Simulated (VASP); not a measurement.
# Be (P3_121) in VASP: further runs

The runs below take Be through single point, relaxation of cell and atoms, with PBE.

Everything below comes from runs of VASP 6.6.1. Logs are shortened: lines on timing, memory, paths and dates and some standing lists are left out, and cuts for length are marked.

### Step 1. The crystal as given

Symmetry: P3_121, No. 152, trigonal system. The conventional cell has a = 2.913 Å, b = 2.913 Å, c = 3.305 Å, α = 90.00°, β = 90.00°, γ = 120.00°. Be (site symmetry 2) has 2 Be at 1.58 Å as nearest neighbours.

The cell was built by a generator and needn't be a form met in nature.

### Step 2. Single point, PBE

File INCAR:

```
ALGO = Normal
EDIFF = 1E-6
ENCUT = 520
GGA = PE
ISIF = 2
ISMEAR = 0
LASPH = True
LCHARG = False
LREAL = False
LWAVE = False
NBANDS = 10
NELM = 100
PREC = Accurate
SIGMA = 0.1
```

File KPOINTS:

```
k-points
0
Gamma
  9 9 6
```

File POSCAR:

```
Be
1.0
    2.9132112873      0.0000000000      0.0000000000
   -1.4566056437      2.5229149814      0.0000000000
    0.0000000000      0.0000000000      3.3051357248
Be
3
Direct
    0.2254000000      0.0000000000      0.3333333333
    0.0000000000      0.2254000000      0.6666666667
    0.7746000000      0.7746000000      0.0000000000
```

Potentials or basis: VASP PAW PBE potentials, release 64 (Be).

Launch:

```bash
$ cat potpaw_PBE.64/Be/POTCAR > POTCAR
$ mpirun -np 1 vasp_std > vasp.out
```

OUTCAR:

```text
EDIFF = 1E-6
   ENCUT = 520
   GGA = PE
   ISIF = 2
   ISMEAR = 0
   LASPH = True
   LREAL = False
   NELM = 100
   PREC = Accurate

 ion  position               nearest neighbor table
   1  0.225  0.000  0.333-   3 1.58   2 1.58   3 2.29   3 2.29   2 2.29   2 2.29
   2  0.000  0.225  0.667-   3 1.58   1 1.58   3 2.29   3 2.29   1 2.29   1 2.29
   3  0.775  0.775  0.000-   1 1.58   2 1.58   2 2.29   1 2.29   1 2.29   2 2.29

  LATTYP: Found a hexagonal cell.
 ALAT       =     2.9132112873
 C/A-ratio  =     1.1345334749

  Lattice vectors:

 A1 = (   2.9132112873,   0.0000000000,   0.0000000000)
 A2 = (  -1.4566056437,   2.5229149814,   0.0000000000)
 A3 = (   0.0000000000,   0.0000000000,   3.3051357248)

Analysis of symmetry for initial positions (statically):
=====================================================================
 Subroutine PRICEL returns:
 Original cell was already a primitive cell.

 Routine SETGRP: Setting up the symmetry group for a
 hexagonal supercell.

 Subroutine GETGRP returns: Found  6 space group operations
 (whereof  2 operations were pure point group operations)
 out of a pool of 24 trial point group operations.

The static configuration has the point symmetry C_2 .
 The point group associated with its full space group is D_3 .

Analysis of symmetry for dynamics (positions and initial velocities):
=====================================================================
 Subroutine PRICEL returns:
 Original cell was already a primitive cell.

 Routine SETGRP: Setting up the symmetry group for a
 hexagonal supercell.

 Subroutine GETGRP returns: Found  6 space group operations
 (whereof  2 operations were pure point group operations)
 out of a pool of 24 trial point group operations.

The dynamic configuration has the point symmetry C_2 .
 The point group associated with its full space group is D_3 .

 Subroutine INISYM returns: Found  6 space group operations
 (whereof  2 operations are pure point group operations),
 and found     1 'primitive' translations

----------------------------------------------------------------------------------------

                                     Primitive cell

  volume of cell :      24.2920

  direct lattice vectors                    reciprocal lattice vectors
     2.913211287  0.000000000  0.000000000     0.343263808  0.198183452  0.000000000
    -1.456605644  2.522914981  0.000000000     0.000000000  0.396366904  0.000000000
     0.000000000  0.000000000  3.305135725     0.000000000  0.000000000  0.302559436

  length of vectors
     2.913211287  2.913211287  3.305135725     0.396366904  0.396366904  0.302559436

  position of ions in fractional coordinates (direct lattice)
     0.225400000  0.000000000  0.333333333
     0.000000000  0.225400000  0.666666667
     0.774600000  0.774600000  0.000000000

  ion indices of the primitive-cell ions
   primitive index   ion index
                 1           1
                 2           2
                 3           3

----------------------------------------------------------------------------------------

 KPOINTS: k-points

Automatic generation of k-mesh.
 Grid dimensions read from file:
 generate k-points for:    9    9    6

 Generating k-lattice:

  Cartesian coordinates                     Fractional coordinates (reciprocal lattice)
     0.038140423  0.022020384  0.000000000     0.111111111  0.000000000  0.000000000
     0.000000000  0.044040767  0.000000000     0.000000000  0.111111111  0.000000000
     0.000000000  0.000000000  0.050426573     0.000000000  0.000000000  0.166666667

  Length of vectors
     0.044040767  0.044040767  0.050426573

  Shift w.r.t. Gamma in fractional coordinates (k-lattice)
     0.000000000  0.000000000  0.000000000

 Subroutine IBZKPT returns following result:
 ===========================================

 Found     62 irreducible k-points:

 Following reciprocal coordinates:
            Coordinates               Weight
  0.000000  0.000000  0.000000      1.000000
  0.111111 -0.000000  0.000000      6.000000
  0.222222  0.000000  0.000000      6.000000
  0.333333  0.000000  0.000000      6.000000
  0.444444  0.000000  0.000000      6.000000
  0.111111  0.111111  0.000000      6.000000
[... 16 lines left out ...]
  0.222222  0.111111  0.166667     12.000000
 -0.111111  0.333333  0.166667     12.000000
 [... further k-points ...]
   k-points           NKPTS =     62   k-points in BZ     NKDIM =     62   number of bands    NBANDS=     10
   number of dos      NEDOS =    301   number of ions     NIONS =      3
   total plane-waves  NPLWV =  16128
   dimension x,y,z NGX =    24 NGY =   24 NGZ =   28
   dimension x,y,z NGXF=    48 NGYF=   48 NGZF=   56
   ions per type =               3
   NGX,Y,Z   is equivalent  to a cutoff of  13.70, 13.70, 14.08 a.u.
   NGXF,Y,Z  is equivalent  to a cutoff of  27.39, 27.39, 28.17 a.u.
 SYSTEM =  unknown system
   PREC   = accura    normal or accurate (medium, high low for compatibility)
   ISTART =      0    job   : 0-new  1-cont  2-samecut
   ICHARG =      2    charge: 1-file 2-atom 10-const
   ISPIN  =      1    spin polarized calculation?
   LNONCOLLINEAR =      F non collinear calculations
   LSORBIT =      F    spin-orbit coupling
   LASPH  =      T    aspherical Exc in radial PAW
   ENCUT  =  520.0 eV  38.22 Ry    6.18 a.u.   5.42  5.42  6.15*2*pi/ulx,y,z
   NELM   =    100;   NELMIN=  2; NELMDL= -5     # of ELM steps
   EDIFF  = 0.1E-05   stopping-criterion for ELM
   LREAL  =      F    real-space projection
   EDIFFG = 0.1E-04   stopping-criterion for IOM
   NSW    =      0    number of steps for IOM
   IBRION =     -1    ionic relax: 0-MD 1-quasi-New 2-CG
   NFREE  =      0    steps in history (QN), initial steepest desc. (CG)
   ISIF   =      2    stress and relaxation
   ISYM   =      2    0-nonsym 1-usesym 2-fastsym
   POTIM  = 0.5000    time-step for ionic-motion
   TEBEG  =    0.0;   TEEND  =   0.0 temperature during run
   PSTRESS=    0.0 pullay stress
   NELECT =       6.0000    total number of electrons
   NUPDOWN=      -1.0000    fix difference up-down
   EMIN   =  10.00;   EMAX   =-10.00  energy-range for DOS
   EFERMI =   0.00;   METHOD = LEGACY
   ISMEAR =     0;   SIGMA  =   0.10  broadening in eV -4-tet -1-fermi 0-gaus
   EFERMI_NEDOS =   21; number of points for ismear=-14 and -15
   IALGO  =     38    algorithm
   IMIX   =      4    mixing-type and parameters
     AMIX     =   0.40;   BMIX     =  1.00
     AMIX_MAG =   1.60;   BMIX_MAG =  1.00
  volume/ion in A,a.u.               =       8.10        54.64
  Fermi-wavevector in a.u.,A,eV,Ry     =   1.027158  1.941047 14.354877  1.055054
  Thomas-Fermi vector in A             =   2.161088
   LORBIT       =      0    0 simple, 1 ext, 2 COOP (PROOUT), +10 PAW based schemes
   GGA     = PE    functional components
   LHFCALC =     F    Hartree Fock is set to
   AEXX    =    0.0000 exact exchange contribution
   IVDW    =     0    specifies the selected vdW correction
   LEPSILON=     F    determine dielectric tensor
   LRPA    =     F    only Hartree local field effects (RPA)
 non-spin polarized calculation
 Gauss-broadening in eV      SIGMA  =   0.10
  energy-cutoff  :      520.00
  volume of cell :       24.29
 maximum number of plane-waves:       685
 NGX is ok and might be reduce to    24

 number of electron       6.0000000 magnetization

 Free energy of the ion-electron system (eV)
  ---------------------------------------------------
  ext. energy  EPLUGINS =         0.00000000
  ---------------------------------------------------
  free energy    TOTEN  =        -4.48802837 eV

  energy without entropy =       -4.48393266  energy(sigma->0) =       -4.48598052

 E-fermi :   6.5038     XC(G=0): -10.4351

 val. band max:        6.4814967479   @ k =   0.2222   0.2222   0.3333
 cond. band min:       6.5337879786   @ k =   0.4444   0.0000   0.3333
 fundamental gap:      0.0522912307
 Fermi energy:         6.5038498707

 k-point     1 :       0.0000    0.0000    0.0000
  band No.  band energies     occupation
      1      -4.2713      2.00000
      2       5.6322      2.00000
      3       5.6322      2.00000
      4       9.9796      0.00000
      5      11.9964      0.00000
      6      11.9964      0.00000
      7      15.9905      0.00000
      8      16.8479      0.00000
      9      16.8479      0.00000
     10      21.9400      0.00000

 k-point     2 :       0.1111   -0.0000    0.0000
  band No.  band energies     occupation
      1      -4.0601      2.00000
      2       5.7272      2.00000
      3       5.7791      2.00000
      4       8.6945      0.00000
      5      10.7815      0.00000
      6      12.6996      0.00000
      7      15.8328      0.00000
      8      17.1547      0.00000
      9      17.5382      0.00000
     10      21.6677      0.00000

 k-point     3 :       0.2222    0.0000    0.0000
  band No.  band energies     occupation
      1      -3.4246      2.00000
      2       5.3757      2.00000
      3       6.2046      1.99998
      4       7.1582      0.00000
      5       9.1093      0.00000
      6      12.6732      0.00000
      7      16.0153      0.00000
      8      16.5942      0.00000
      9      17.8371      0.00000
     10      22.0751      0.00000
[... 248 lines left out ...]
 k-point    23 :       0.2222    0.1111    0.1667
  band No.  band energies     occupation
      1      -2.5346      2.00000
      2       3.6673      2.00000
      3       5.2810      2.00000
      4       7.5201      0.00000
      5       9.3838      0.00000
      6      12.7801      0.00000
      7      13.8998      0.00000
      8      17.0028      0.00000
      9      18.8863      0.00000
     10      20.7934      0.00000

 k-point    24 :      -0.1111    0.3333    0.1667
  band No.  band energies     occupation
      1      -2.5150      2.00000
      2       3.2517      2.00000
      3       6.1320      2.00000
      4       7.3343      0.00000
      5       8.8738      0.00000
      6      12.9114      0.00000
      7      15.0169      0.00000
      8      16.1027      0.00000
      9      19.0339      0.00000
     10      19.4219      0.00000

 [... further k-points ...]

------------------------ aborting loop because EDIFF is reached ----------------------------------------

  FORCE on cell =-STRESS in cart. coord.  units (eV):
  Direction    XX          YY          ZZ          XY          YZ          ZX
  --------------------------------------------------------------------------------------
  -------------------------------------------------------------------------------------
  Total        6.6620267      6.6620267     11.9653888     -0.0000000      0.0000000     -0.0000000
  in kB      439.3929172    439.3929172    789.1753257     -0.0000000      0.0000000     -0.0000000
  external PRESSURE =     555.9870534 kB  Pullay stress =       0.0000000 kB

 VOLUME and BASIS-vectors are now :
 -----------------------------------------------------------------------------
  energy-cutoff  :      520.00
  volume of cell :       24.29
      direct lattice vectors                 reciprocal lattice vectors
     2.913211287  0.000000000  0.000000000     0.343263808  0.198183452  0.000000000
    -1.456605644  2.522914981  0.000000000     0.000000000  0.396366904  0.000000000
     0.000000000  0.000000000  3.305135725     0.000000000  0.000000000  0.302559436

 POSITION                                       TOTAL-FORCE (eV/Angst)
 -----------------------------------------------------------------------------------
      0.65664      0.00000      1.10171         8.375515      0.000000      0.000000
     -0.32832      0.56867      2.20342        -4.187758      7.253409     -0.000000
      1.12829      1.95425      0.00000        -4.187758     -7.253409      0.000000
 -----------------------------------------------------------------------------------
    total drift:                               -0.000000     -0.000000      0.000000

  FREE ENERGIE OF THE ION-ELECTRON SYSTEM (eV)
  ---------------------------------------------------
  free  energy   TOTEN  =        -4.4880283739 eV

  energy  without entropy=       -4.4839326625  energy(sigma->0) =       -4.48598052
```

Run time: 9.9 s. Hardware: 1 thread of AMD EPYC 7R13 (Zen 3), shared host; peak memory 0.11 GiB.

What came out:

| Property | Result |
| --- | --- |
| Free energy | -4.4880 eV |
| Pressure | 55.6 GPa |
| Largest force | 8.376 eV/Å |
| Band gap on the k mesh | none (metal or under the smearing width) |

Forces on the atoms (eV/Å):
```
Be   8.376  0.000  0.000
Be  -4.188  7.253  0.000
Be  -4.188 -7.253  0.000
```

Stress tensor (GPa, compression positive):
```
43.94  0.00  0.00
 0.00 43.94  0.00
 0.00  0.00 78.92
```

Levels at points of the mesh, in eV from the Fermi level:
```tsv
k point	band 1	band 2	band 3	band 4	band 5	band 6
(0.00, 0.00, 0.00)	-10.78	-0.87	-0.87	3.48	5.49	5.49
(0.00, 0.00, 0.50)	-8.31	-8.31	4.46	5.38	5.38	8.65
```

Caveat: a pressure of tens of GPa on the cell as given is suspect, and the run, the potentials or the cell itself is likely at fault; forces of over 1 eV/Å show positions far from the minimum, so gaps and moduli don't describe the material at rest.

### Step 3. Single point, PBE

This run uses another cell than the first one: it holds 1 atom, not 3.

File INCAR:

```
SYSTEM = Be
PREC = Accurate ; ENCUT = 520
EDIFF = 1E-6 ; ISMEAR = 0
SIGMA = 0.1 ; LREAL = .FALSE.
LASPH = .TRUE. ; NELM = 100
ALGO = Fast ; ISIF = 2
LWAVE = .FALSE. ; LCHARG = .FALSE.
GGA = PE ; NBANDS = 7
```

File KPOINTS:

```
Automatic mesh
0
G
  30 30 30
  0 0 0
```

File POSCAR:

```
Be
1.0
   -1.2500924774      1.2500924774      1.2500924774
    1.2500924774     -1.2500924774      1.2500924774
    1.2500924774      1.2500924774     -1.2500924774
Be
1
Direct
    0.0000000000      0.0000000000      0.0000000000
```

Potentials or basis: VASP PAW PBE potentials, release 64 (Be).

Launch:

```bash
$ cat potpaw_PBE.64/Be/POTCAR > POTCAR
$ mpirun -np 1 vasp_std > vasp.out
```

OUTCAR:

```text
SYSTEM = Be
   PREC = Accurate
   ENCUT = 520
   EDIFF = 1E-6
   ISMEAR = 0
   LREAL = .FALSE.
   LASPH = .TRUE.
   NELM = 100
   ISIF = 2
   GGA = PE

 ion  position               nearest neighbor table
   1  0.000  0.000  0.000-

  LATTYP: Found a body centered cubic cell.
 ALAT       =     2.5001849548

  Lattice vectors:

 A1 = (  -1.2500924774,   1.2500924774,   1.2500924774)
 A2 = (   1.2500924774,  -1.2500924774,   1.2500924774)
 A3 = (   1.2500924774,   1.2500924774,  -1.2500924774)

Analysis of symmetry for initial positions (statically):
=====================================================================
 Subroutine PRICEL returns:
 Original cell was already a primitive cell.

 Routine SETGRP: Setting up the symmetry group for a
 body centered cubic supercell.

 Subroutine GETGRP returns: Found 48 space group operations
 (whereof 48 operations were pure point group operations)
 out of a pool of 48 trial point group operations.

The static configuration has the point symmetry O_h .

Analysis of symmetry for dynamics (positions and initial velocities):
=====================================================================
 Subroutine PRICEL returns:
 Original cell was already a primitive cell.

 Routine SETGRP: Setting up the symmetry group for a
 body centered cubic supercell.

 Subroutine GETGRP returns: Found 48 space group operations
 (whereof 48 operations were pure point group operations)
 out of a pool of 48 trial point group operations.

The dynamic configuration has the point symmetry O_h .

 Subroutine INISYM returns: Found 48 space group operations
 (whereof 48 operations are pure point group operations),
 and found     1 'primitive' translations

----------------------------------------------------------------------------------------

                                     Primitive cell

  volume of cell :       7.8142

[... 107 lines left out ...]
  volume/ion in A,a.u.               =       7.81        52.73
  Fermi-wavevector in a.u.,A,eV,Ry     =   1.039416  1.964211 14.699536  1.080385
  Thomas-Fermi vector in A             =   2.173945
   LORBIT       =      0    0 simple, 1 ext, 2 COOP (PROOUT), +10 PAW based schemes
   GGA     = PE    functional components
   LHFCALC =     F    Hartree Fock is set to
   AEXX    =    0.0000 exact exchange contribution
   IVDW    =     0    specifies the selected vdW correction
   LEPSILON=     F    determine dielectric tensor
   LRPA    =     F    only Hartree local field effects (RPA)
 non-spin polarized calculation
 RMM-DIIS sequential band-by-band and
 Gauss-broadening in eV      SIGMA  =   0.10
  energy-cutoff  :      520.00
  volume of cell :        7.81
 maximum number of plane-waves:       236
   NGX =  7   NGY =  7   NGZ =  7

 number of electron       2.0000000 magnetization

 Free energy of the ion-electron system (eV)
  ---------------------------------------------------
  ext. energy  EPLUGINS =         0.00000000
  ---------------------------------------------------
  free energy    TOTEN  =        -3.66741546 eV

  energy without entropy =       -3.66696484  energy(sigma->0) =       -3.66719015

 E-fermi :   8.0294     XC(G=0): -10.6507

 val. band max:        7.9955603113   @ k =  -0.4000  -0.4000   0.1333
 cond. band min:       8.0410376848   @ k =   0.2667   0.2667   0.1667
 fundamental gap:      0.0454773735
 Fermi energy:         8.0294009740

 k-point     1 :       0.0000    0.0000    0.0000
  band No.  band energies     occupation
      1      -4.2952      2.00000
      2      27.4412      0.00000
      3      27.4412      0.00000
      4      27.4412      0.00000
      5      38.8268      0.00000
      6      38.8268      0.00000
      7      38.8268      0.00000
[... 221 lines left out ...]
 k-point    24 :       0.2667    0.0333    0.0000
  band No.  band energies     occupation
      1      -1.4491      2.00000
      2      16.3913      0.00000
      3      22.1053      0.00000
      4      24.6425      0.00000
      5      31.0566      0.00000
      6      33.4976      0.00000
      7      40.0820      0.00000

 [... further k-points ...]

------------------------ aborting loop because EDIFF is reached ----------------------------------------

  FORCE on cell =-STRESS in cart. coord.  units (eV):
  Direction    XX          YY          ZZ          XY          YZ          ZX
  --------------------------------------------------------------------------------------
  -------------------------------------------------------------------------------------
  Total        0.0075259      0.0075259      0.0075259     -0.0000000     -0.0000000      0.0000000
  in kB        1.5430662      1.5430662      1.5430662     -0.0000000     -0.0000000      0.0000000
  external PRESSURE =       1.5430662 kB  Pullay stress =       0.0000000 kB

 VOLUME and BASIS-vectors are now :
 -----------------------------------------------------------------------------
  energy-cutoff  :      520.00
  volume of cell :        7.81
      direct lattice vectors                 reciprocal lattice vectors
    -1.250092477  1.250092477  1.250092477     0.000000000  0.399970409  0.399970409
     1.250092477 -1.250092477  1.250092477     0.399970409  0.000000000  0.399970409
     1.250092477  1.250092477 -1.250092477     0.399970409  0.399970409  0.000000000

 POSITION                                       TOTAL-FORCE (eV/Angst)
 -----------------------------------------------------------------------------------
      0.00000      0.00000      0.00000        -0.000000      0.000000      0.000000
 -----------------------------------------------------------------------------------
    total drift:                               -0.000000     -0.000000      0.000000

  FREE ENERGIE OF THE ION-ELECTRON SYSTEM (eV)
  ---------------------------------------------------
  free  energy   TOTEN  =        -3.6674154553 eV

  energy  without entropy=       -3.6669648400  energy(sigma->0) =       -3.66719015
```

stdout:

```text
POSCAR found type information on POSCAR Be
 POSCAR found :  1 types and       1 ions
 scaLAPACK will be used
 LDA part: xc-table for (Slater+PW92), standard interpolation
 POSCAR, INCAR and KPOINTS ok, starting setup
 FFT: planning ... GRIDC
 FFT: planning ... GRID_SOFT
 FFT: planning ... GRID
 WAVECAR not read
 entering main loop
```

It took 16 s on 1 thread of AMD EPYC 7R13 (Zen 3), shared host; peak memory 0.11 GiB.

What came out:

| Property | Result |
| --- | --- |
| Free energy | -3.6674 eV |
| Pressure | 0.2 GPa |
| Band gap on the k mesh | none (metal or under the smearing width) |

[end of part 1 of 2]
